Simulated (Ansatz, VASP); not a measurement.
# SnC214: VASP beside Ansatz, part 2 of 2

Aim: how closely do two programs agree when they are given the same cell, functional and k mesh? The cell is taken from a series of runs on this material, whose earlier steps may have relaxed, scaled, displaced or heated it; both programs get it as it stands.

VASP 6.6.1 and Ansatz 0.2.0.

So far: Starting point; Ansatz: single point, PBE.

## Step 3: VASP: single point, PBE

Level of this step: PBE, spin-polarised from a ferromagnetic start; plane waves and PAW (C, Sn_d) (VASP).

The same cell, functional, mesh and smearing now go to VASP, with its own data sets and cutoff.

Lines of VASP's logs that name or quote its potential files are left out, and so is its time.

INCAR reads:

```
SYSTEM = SnC214
PREC = Accurate
ENCUT = 520
EDIFF = 1E-05
NELM = 100
ISMEAR = -1
SIGMA = 0.01
LREAL = Auto
ALGO = Fast
GGA = PE
NELECT = 871
NBANDS = 586
ISPIN = 2
MAGMOM = 0 0 0 0 0 0 0 -0 0 0 0 0.01 0 -0 -0 -0 0 0 0 -0 0 -0 -0 -0 0 0 0 0 0 0 0 0 0 0 0 0 0 0 0 0 0 0 0 0.01 0 -0 -0 -0 0 0 0 0 0 0 0 0 0 0 -0 0 0 0 0 0 0 0 0 0 0 0 -0 0 0 0 0 0 0 0 0 0 0 0 0 0 0 0 0 0 0 0 0 0.01 0 -0 -0 -0 0 0 0 0 0 0 0 0 0.06 0 0 0.06 0.06 0.06 0 0.06 0.06 0 0 0 0 0 -0 0 0 0 0.01 0 0 0 0 -0 -0 0 0 0 0 0 0 0 0 0 0 0 0 0 0 0 0 0 0 0 0 0 0 -0 0 0 0 0 0 0 0 0 0 0 0 -0 0 0 -0 0 0 0 0.01 0 0 0 0 -0 -0 0 0 0 0 0 0 0 0 0 0 0 0 0 -0 0 0 0 -0 0 0 0 -0 -0 -0 0 0.01 0 0 0 -0 -0 -0 0 0 0 0 0 0.02
LORBIT = 11
LWAVE = .FALSE.
LCHARG = .FALSE.
ISIF = 2
NUPDOWN = 1
```

POSCAR reads:

```
SnC214
1.0
   10.7147452663      0.0000000000      0.0000000000
    0.0000000000     10.7147452663      0.0000000000
    0.0000000000      0.0000000000     10.7147452663
C Sn
214 1
Direct
    0.9998990810      0.9998990810      0.1663878172
    0.0005602457      0.1667972052      0.9994397543
[... 13 atom lines left out ...]
    0.2508869706      0.2508869706      0.5801560831
[... 18 atom lines left out ...]
    0.1636866433      0.3335910039      0.3298263983
    0.1659938695      0.5004766545      0.4995233455
    0.0834415253      0.4170028406      0.5829971594
[... 1 atom line left out ...]
    0.2456976291      0.4144844303      0.4118034530
    0.2456976291      0.5881965470      0.5855155697
[... 2 atom lines left out ...]
    0.1685742418      0.3350484706      0.6649515294
[... 3 atom lines left out ...]
    0.2508869706      0.4198439169      0.7491130294
[... 34 atom lines left out ...]
    0.3335910039      0.1636866433      0.3298263983
[... 1 atom line left out ...]
    0.5004766545      0.1659938695      0.4995233455
    0.4170028406      0.0834415253      0.5829971594
    0.4144844303      0.2456976291      0.4118034530
[... 1 atom line left out ...]
    0.5881965470      0.2456976291      0.5855155697
[... 1 atom line left out ...]
    0.3350484706      0.1685742418      0.6649515294
[... 3 atom lines left out ...]
    0.4198439169      0.2508869706      0.7491130294
[... 5 atom lines left out ...]
    0.4996638261      0.4996638261      0.1667748587
    0.4161900121      0.4161900121      0.2493272028
[... 2 atom lines left out ...]
    0.5816181961      0.5816181961      0.2519075751
    0.3255162989      0.3255162989      0.4861133473
    0.3284701197      0.5021822364      0.3290309625
    0.5021822364      0.3284701197      0.3290309625
    0.4027800140      0.5911503678      0.4088496322
    0.5911503678      0.4027800140      0.4088496322
    0.5911503678      0.5911503678      0.5972199860
    0.3350484706      0.3350484706      0.8314257582
    0.3255162989      0.5138866527      0.6744837011
    0.5138866527      0.3255162989      0.6744837011
    0.5004766545      0.5004766545      0.8340061305
    0.4170028406      0.4170028406      0.9165584747
    0.4144844303      0.5881965470      0.7543023709
    0.5881965470      0.4144844303      0.7543023709
[... 9 atom lines left out ...]
    0.3284701197      0.6709690375      0.4978177636
[... 1 atom line left out ...]
    0.4968227498      0.6657796961      0.3342203039
    0.4996638261      0.8332251413      0.5003361739
    0.4161900121      0.7506727972      0.5838099879
[... 1 atom line left out ...]
    0.5816181961      0.7480924249      0.4183818039
[... 3 atom lines left out ...]
    0.5021822364      0.6709690375      0.6715298803
[... 37 atom lines left out ...]
    0.6709690375      0.3284701197      0.4978177636
    0.6657796961      0.4968227498      0.3342203039
[... 1 atom line left out ...]
    0.8332251413      0.4996638261      0.5003361739
    0.7506727972      0.4161900121      0.5838099879
    0.7480924249      0.5816181961      0.4183818039
[... 3 atom lines left out ...]
    0.6709690375      0.5021822364      0.6715298803
[... 14 atom lines left out ...]
    0.6657796961      0.6657796961      0.5031772502
[... 15 atom lines left out ...]
    0.4583333333      0.4583333333      0.5416666667
```

KPOINTS reads:

```
Automatic mesh
0
Gamma
1 1 1
0 0 0
```

Potentials, in the order of the species: C and Sn_d (PBE family, release 64).

Command:

```bash
export OMP_NUM_THREADS=5
mpirun -np 1 vasp_gam
```

Numbers of over 12 decimals in the logs are rounded to 6 here.

Log:

```text
[banner, memory and clock lines left out]
running    1 mpi-ranks, on    1 nodes
[...]
Offloading initialized ...    1 GPUs detected
[...]
LDA part: xc-table for (Slater+PW92), standard interpolation
 POSCAR, INCAR and KPOINTS ok, starting setup
[...]
entering main loop
       N       E                     dE             d eps       ncg     rms          rms(c)
DAV:   1     0.844830386120E+04    0.84483E+04   -0.49189E+05  2344   0.161E+03
DAV:   2    -0.104962577158E+04   -0.94979E+04   -0.88154E+04  3008   0.417E+02
DAV:   3    -0.196308524910E+04   -0.91346E+03   -0.89556E+03  2892   0.133E+02
DAV:   4    -0.199660482407E+04   -0.33520E+02   -0.33246E+02  3032   0.276E+01
DAV:   5    -0.199795597288E+04   -0.13511E+01   -0.13485E+01  3360   0.516E+00BRMIX: very serious problems
 the old and the new charge density differ
 old charge density:   870.00000 new  871.00000
    0.582E+01
RMM:   6    -0.194323514262E+04    0.54721E+02   -0.39069E+01  2810   0.754E+00    0.345E+01
RMM:   7    -0.192605739190E+04    0.17178E+02   -0.64465E+01  2900   0.101E+01    0.765E+00
RMM:   8    -0.192615849977E+04   -0.10111E+00   -0.43200E+00  3052   0.330E+00    0.239E+00
RMM:   9    -0.192628049062E+04   -0.12199E+00   -0.92441E-01  4051   0.134E+00    0.997E-01
[...]
RMM:  14    -0.192627983946E+04   -0.47347E-04   -0.40129E-04  3481   0.328E-02    0.293E-02
RMM:  15    -0.192627981819E+04    0.21266E-04   -0.16886E-04  3394   0.153E-02    0.102E-02
RMM:  16    -0.192627981950E+04   -0.13141E-05   -0.58777E-05  3102   0.914E-03
   1 F= -.19262798E+04 E0= -.19262729E+04  d E =-.138629E-01  mag=     1.0000
```

From OUTCAR (step 3):

```text
 magnetization (x)
# of ion       s       p       d       tot
------------------------------------------
    1        0.000   0.000   0.000   0.000
    2        0.000   0.000   0.000   0.000
    3        0.000   0.000   0.000   0.000
    4        0.000   0.001   0.000   0.001
    5        0.000   0.000   0.000   0.000
    6       -0.000   0.000   0.000   0.000
[...]
213        0.000   0.000   0.000   0.001
  214        0.000   0.000   0.000   0.000
  215       -0.010  -0.022   0.094   0.062
--------------------------------------------------
tot          0.046   0.592   0.094   0.732
```

The cell is charged against a uniform background.

The run ends at a pressure of 6.65 GPa, with forces up to 0.48 eV/Å.

## Step 4: Differences

Known differences besides the potentials themselves: VASP starts from the moments at which Ansatz ended; the cutoff is 420 eV in Ansatz and 520 eV in VASP (PREC = Accurate, projectors in real space); VASP leaves aspherical gradient terms in its spheres out (LASPH is not set), Ansatz keeps them; site moments are counted in spheres of each program's own size. Total energies have different zeros and are not compared.

The two programs side by side:

```csv
quantity,Ansatz,VASP,difference
"total moment, fixed by the input (μB)",1.00,1.00,0.00
moment on C108 (μB),0.06,0.08,-0.02
moment on C113 (μB),0.06,0.08,-0.02
moment on C112 (μB),0.06,0.08,-0.02
moment on C110 (μB),0.06,0.08,-0.02
moment on C109 (μB),0.06,0.08,-0.02
moment on C105 (μB),0.06,0.08,-0.02
moment on Sn215 (μB),0.02,0.06,-0.04
```

Forces on 8 of the 215 atoms, those with the largest forces and the largest differences (eV/Å; atoms numbered as in POSCAR):

```
atom         Ansatz x, y, z           VASP x, y, z
 C86   0.448, 0.106, -0.081   0.467, 0.103, -0.073
 C88   0.081, 0.106, -0.448   0.073, 0.103, -0.467
C107  -0.448, -0.081, 0.106  -0.467, -0.073, 0.103
C116   0.448, 0.081, -0.106   0.467, 0.073, -0.103
C117   0.081, 0.448, -0.106   0.073, 0.467, -0.103
C127  -0.081, -0.106, 0.448  -0.073, -0.103, 0.467
C175  -0.106, -0.081, 0.448  -0.103, -0.073, 0.467
C184  -0.106, -0.448, 0.081  -0.103, -0.467, 0.073
```

The forces differ by 4.8 meV/Å r.m.s., which is 3.8 % of the r.m.s. force of 0.12 eV/Å (both taken over all components).

## Step 5: Summary of results

| Item | Value |
| --- | --- |
| r.m.s. force difference (single point, PBE) | 4.8 meV/Å |

**Reading.** The r.m.s. force difference is 4.8 meV/Å (single point, PBE), within the 12 meV/Å picked in this series as the mark of a large difference. Such differences can come from data sets, numerical settings and the points named under the comparisons, not from the functional's error against experiment.

[Lines on the potential files, build, host, timing and source positions are cut from VASP's logs without a mark.]

[Logs are printed without paths, hosts, clocks, repeated set-up lines and the standing remarks that a program may print on its own settings, such as how far it seeks lower states.]

[Hosts, paths, dates, database ids (printed as entryN), source tags and the programs' standing remarks are cut or masked in the printed files.]
